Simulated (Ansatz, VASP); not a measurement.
# Two plane-wave programs on Ge

The input INCAR:

```
SYSTEM = Ge
PREC = Accurate
ENCUT = 520
EDIFF = 1E-6
ISMEAR = 0
SIGMA = 0.028999999999999998
LREAL = .False.
LASPH = .True.
NELM = 80
ALGO = Normal
ISIF = 2
LWAVE = .False.
LCHARG = .False.
GGA = PE
NBANDS = 21
```

The input KPOINTS:

```
regular mesh
0
Gamma
  8 8 8
  0 0 0
```

The input POSCAR:

```
Ge
1.0
    0.0000000000      2.8289100000      2.8289100000
    2.8289100000      0.0000000000      2.8289100000
    2.8289100000      2.8289100000      0.0000000000
Ge
2
Direct
    0.7500000000      0.7500000000      0.7500000000
    0.5000000000      0.5000000000      0.5000000000
```

Contents of input.yaml:

```yaml
crystal:
  lattice:
    - [0.0, 2.82891, 2.82891]
    - [2.82891, 0.0, 2.82891]
    - [2.82891, 2.82891, 0.0]
  atoms:
    - { symbol: Ge, position: [0.75, 0.75, 0.75] }
    - { symbol: Ge, position: [0.5, 0.5, 0.5] }
hamiltonian:
  xc: pbe
  pseudopotentials: { kind: paw }
kpoints:
  mp_grid: { grid: [8, 8, 8] }
scf:
  occupations: { method: gaussian, width: 0.029 }
output:
  forces: true
  stress: true
  eigenvalues: true
  write_density: true
  write_potential: true
  elf: true
  volumetric_format: npy
```

Alike in both runs: task single point; functional PBE; k mesh 8 × 8 × 8; occupations gaussian, width 0.029 eV; no spin polarisation.

|  | VASP | Ansatz |
| --- | --- | --- |
| version | VASP 6.6.1 | Ansatz 0.2.0 |
| potentials or method | VASP PAW PBE potentials, release 64 (Ge_d) | Ansatz PAW |
| plane-wave cutoff (eV) | 520 | 420 |
| valence electrons in the cell | 28 | 28 |

```tsv
	VASP	Ansatz	Ansatz less VASP
gap on the k mesh at the Fermi level (eV)	0.03	0.03	-0.005
least direct gap on the mesh (eV)	0.03	0.03	-0.005
pressure (GPa)	3.5	3.6	+0.09
```

A k mesh can miss the band edges.
